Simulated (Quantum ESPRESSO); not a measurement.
# HfC (Fm-3m) in Quantum ESPRESSO: notebook

The runs below take HfC through single point, with PBE, PBE+U.

All numbers are computed with Quantum ESPRESSO 7.5; they aren't measurements. Logs are shortened: lines on timing, memory, paths and dates and some standing lists are left out, and cuts for length are marked.

### 1 The crystal as given

It takes space group Fm-3m (No. 225, cubic). Conventional cell: a = 4.650 Å, b = 4.650 Å, c = 4.650 Å, α = 90.00°, β = 90.00°, γ = 90.00°. Hf (site symmetry m-3m) is surrounded by 6 C at 2.33 Å. Around C (site symmetry m-3m) lie 6 Hf at 2.33 Å.

### 2 Single point, PBE

File pw.in:

```
&CONTROL
  calculation = 'scf'
  prefix = 'pwscf'
  outdir = './tmp'
  pseudo_dir = './pseudo'
  tprnfor = .true.
  tstress = .true.
  disk_io = 'nowf'
/
&SYSTEM
  ibrav = 0
  A = 3.28804653
  nat = 2
  ntyp = 2
  ecutwfc = 60
  ecutrho = 440
  nbnd = 14
  occupations = 'smearing'
  smearing = 'fd'
  degauss = 0.00367493
/
&ELECTRONS
  conv_thr = 4d-10
  electron_maxstep = 120
  mixing_beta = 0.5
/
ATOMIC_SPECIES
Hf   178.4900 Hf-sp.oncvpsp.upf
C     12.0110 C.pbe-n-kjpaw_psl.1.0.0.UPF
CELL_PARAMETERS alat
   0.0000000000    0.7071067817    0.7071067817
   0.7071067817    0.0000000000    0.7071067817
   0.7071067817    0.7071067817    0.0000000000
ATOMIC_POSITIONS alat
Hf     0.7071067817    0.7071067817    0.7071067817
C      0.0000000000    0.0000000000    0.0000000000
K_POINTS automatic
10 10 10 0 0 0
```

Potentials or basis: SSSP 1.3 efficiency PBE.

The run is started by

```sh
> OMP_NUM_THREADS=1 pw.x -in pw.in > pw.out
```

pw.out:

```text
This program is part of the open-source Quantum ESPRESSO suite
     for quantum simulation of materials; please cite
         "P. Giannozzi et al., J. Phys.:Condens. Matter 21 395502 (2009);
         "P. Giannozzi et al., J. Phys.:Condens. Matter 29 465901 (2017);
         "P. Giannozzi et al., J. Chem. Phys. 152 154105 (2020);
     in publications or presentations arising from this work. More details at

     file C.pbe-n-kjpaw_psl.1.0.0.UPF: wavefunction(s)  2S 2P renormalized
     Message from routine setup:
     using ibrav=0 with symmetry is DISCOURAGED, use correct ibrav instead

     G-vector sticks info
     --------------------
     sticks:   dense  smooth     PW     G-vecs:    dense   smooth      PW
     Sum        1159     649    199                26469    10777    1893

     Using Slab Decomposition

     bravais-lattice index     =            0
     lattice parameter (alat)  =       6.2135  a.u.
     unit-cell volume          =     169.6272 (a.u.)^3
     number of atoms/cell      =            2
     number of atomic types    =            2
     number of electrons       =        16.00
     number of Kohn-Sham states=           14
     kinetic-energy cutoff     =      60.0000  Ry
     charge density cutoff     =     440.0000  Ry
     scf convergence threshold =      4.0E-10
     mixing beta               =       0.5000
     number of iterations used =            8  plain     mixing
     Exchange-correlation= SLA  PW   PBX  PBC
                           (   1   4   3   4   0   0   0)

     celldm(1)=   6.213507  celldm(2)=   0.000000  celldm(3)=   0.000000
     celldm(4)=   0.000000  celldm(5)=   0.000000  celldm(6)=   0.000000

     crystal axes: (cart. coord. in units of alat)
               a(1) = (   0.000000   0.707107   0.707107 )
               a(2) = (   0.707107   0.000000   0.707107 )
               a(3) = (   0.707107   0.707107   0.000000 )

     reciprocal axes: (cart. coord. in units 2 pi/alat)
               b(1) = ( -0.707107  0.707107  0.707107 )
               b(2) = (  0.707107 -0.707107  0.707107 )
               b(3) = (  0.707107  0.707107 -0.707107 )

     PseudoPot. # 1 for Hf read from file:
     Hf-sp.oncvpsp.upf
     Pseudo is Norm-conserving + core correction, Zval = 12.0
     Generated using ONCVPSP code by D. R. Hamann
     Using radial grid of 1656 points,  8 beta functions with:
                l(1) =   0
                l(2) =   0
                l(3) =   1
                l(4) =   1
                l(5) =   2
                l(6) =   2
                l(7) =   3
                l(8) =   3

     PseudoPot. # 2 for C  read from file:
     C.pbe-n-kjpaw_psl.1.0.0.UPF
     Pseudo is Projector augmented-wave + core cor, Zval =  4.0
     Generated using "atomic" code by A. Dal Corso  v.5.1
     Shape of augmentation charge: PSQ
     Using radial grid of 1073 points,  4 beta functions with:
                l(1) =   0
                l(2) =   0
                l(3) =   1
                l(4) =   1
     Q(r) pseudized with 0 coefficients

     atomic species   valence    mass     pseudopotential
     Hf               12.00   178.49000     Hf( 1.00)
     C                 4.00    12.01100     C ( 1.00)

     48 Sym. Ops., with inversion, found

   Cartesian axes

     site n.     atom                  positions (alat units)
         1        Hf     tau(   1) = (   0.7071068   0.7071068   0.7071068  )
         2        C      tau(   2) = (   0.0000000   0.0000000   0.0000000  )

     number of k points=    47  Fermi-Dirac smearing, width (Ry)=  0.0037
                       cart. coord. in units 2pi/alat
        k(    1) = (   0.0000000   0.0000000   0.0000000), wk =   0.0020000
        k(    2) = (   0.0707107   0.0707107  -0.0707107), wk =   0.0160000
        k(    3) = (   0.1414214   0.1414214  -0.1414214), wk =   0.0160000
        k(    4) = (   0.2121320   0.2121320  -0.2121320), wk =   0.0160000
        k(    5) = (   0.2828427   0.2828427  -0.2828427), wk =   0.0160000
        k(    6) = (  -0.3535534  -0.3535534   0.3535534), wk =   0.0080000
[... 39 lines left out ...]
        k(   46) = (  -0.0707107  -0.3535534   0.6363961), wk =   0.0480000
        k(   47) = (  -0.7071068   0.2828427   0.0000000), wk =   0.0240000

     Dense  grid:    26469 G-vectors     FFT dimensions: (  45,  45,  45)

     Smooth grid:    10777 G-vectors     FFT dimensions: (  32,  32,  32)

     Initial potential from superposition of free atoms

     starting charge      15.9981, renormalised to      16.0000
     Starting wfcs are   14 randomized atomic wfcs

     Self-consistent Calculation

     iteration #  1     ecut=    60.00 Ry     beta= 0.50
     Davidson diagonalization with overlap
     ethr =  1.00E-02,  avg # of iterations =  2.8

     total energy              =    -131.17643547 Ry
     estimated scf accuracy    <       0.60691248 Ry

     iteration #  2     ecut=    60.00 Ry     beta= 0.50
     Davidson diagonalization with overlap
     ethr =  3.79E-03,  avg # of iterations =  2.0
[... 57 lines left out ...]
     total energy              =    -131.40902983 Ry
     estimated scf accuracy    <          4.6E-09 Ry

     iteration # 11     ecut=    60.00 Ry     beta= 0.50
     Davidson diagonalization with overlap
     ethr =  2.88E-11,  avg # of iterations =  1.5

     End of self-consistent calculation

          k = 0.0000 0.0000 0.0000 (  1363 PWs)   bands (ev):

   -45.6792 -14.1175 -14.1175 -14.1175   3.1068  16.4378  16.4378  16.4378
    16.8166  16.8166  16.8166  18.8106  18.8106  22.2157

          k = 0.0707 0.0707-0.0707 (  1345 PWs)   bands (ev):

   -45.6753 -14.1864 -14.1242 -14.1242   3.3559  15.0626  15.4436  15.4436
    17.2263  17.2263  17.5915  19.9114  19.9114  22.7645

          k = 0.1414 0.1414-0.1414 (  1336 PWs)   bands (ev):
[... 136 lines left out ...]
   -45.6259 -14.6455 -14.4555 -14.3120   5.4459  12.4244  12.7176  14.1608
    16.3998  21.5448  21.8041  22.8495  23.8807  25.8781

          k =-0.7071 0.0000 0.0000 (  1338 PWs)   bands (ev):

   -45.6254 -14.7119 -14.3498 -14.3498   4.9954  12.8163  13.6513  15.3269
    15.3269  20.7321  22.1747  22.1747  23.8395  24.7285

          k = 0.2828 0.1414 0.0000 (  1340 PWs)   bands (ev):

   -45.6572 -14.4199 -14.2254 -14.1626   4.5212  12.2121  14.0383  14.0610
    16.8494  19.6033  19.6536  20.6494  23.0198  25.6833

          k = 0.3536 0.2121-0.0707 (  1331 PWs)   bands (ev):

   -45.6463 -14.5637 -14.2765 -14.1844   5.3093  11.2614  13.1348  13.4931
    17.5465  20.0916  20.7836  21.9485  24.2555  26.4183

          k =-0.2828-0.4243 0.5657 (  1328 PWs)   bands (ev):
[... 61 lines left out ...]
   -45.6266 -14.5769 -14.5012 -14.3275   5.8361  11.7563  12.7083  13.0497
    19.0684  19.1061  22.0380  23.0550  23.8559  28.6141

          k =-0.7071 0.2828 0.0000 (  1330 PWs)   bands (ev):

   -45.6254 -14.5891 -14.4772 -14.3616   5.6586  12.6568  12.6894  12.7969
    18.0888  20.0894  22.1874  22.3693  23.7758  27.8749

     the Fermi energy is    15.4574 ev

!    total energy              =    -131.40902983 Ry
     estimated scf accuracy    <          2.1E-12 Ry
     smearing contrib. (-TS)   =      -0.00020539 Ry
     internal energy E=F+TS    =    -131.40882444 Ry

     The total energy is F=E-TS. E is the sum of the following terms:
     one-electron contribution =      -9.77868522 Ry
     hartree contribution      =      13.15085662 Ry
     xc contribution           =     -33.22235564 Ry
     ewald contribution        =     -95.38758228 Ry
     one-center paw contrib.   =      -6.17105792 Ry

     convergence has been achieved in  11 iterations

     Forces acting on atoms (cartesian axes, Ry/au):

     atom    1 type  1   force =     0.00000000   -0.00000000   -0.00000000
     atom    2 type  2   force =     0.00000000    0.00000000   -0.00000000

     Total force =     0.000000     Total SCF correction =     0.000000

     Computing stress (Cartesian axis) and pressure

          total   stress  (Ry/bohr**3)                   (kbar)     P=        4.96
   0.00003374   0.00000000   0.00000000            4.96        0.00        0.00
   0.00000000   0.00003374  -0.00000000            0.00        4.96       -0.00
   0.00000000  -0.00000000   0.00003374            0.00       -0.00        4.96

=------------------------------------------------------------------------------=
   JOB DONE.
=------------------------------------------------------------------------------=
```

Run time: 11 s. Hardware: 1 thread of Arm Neoverse V2, shared host; peak memory 0.09 GiB.

What came out:

| Quantity | Value |
| --- | --- |
| Free energy | -1787.9109 eV |
| Pressure | 0.5 GPa |
| Band gap on the k mesh | none (metal or under the smearing width) |

Spin-orbit coupling is left out, which matters for the levels of Hf.

[end of part 1 of 3]
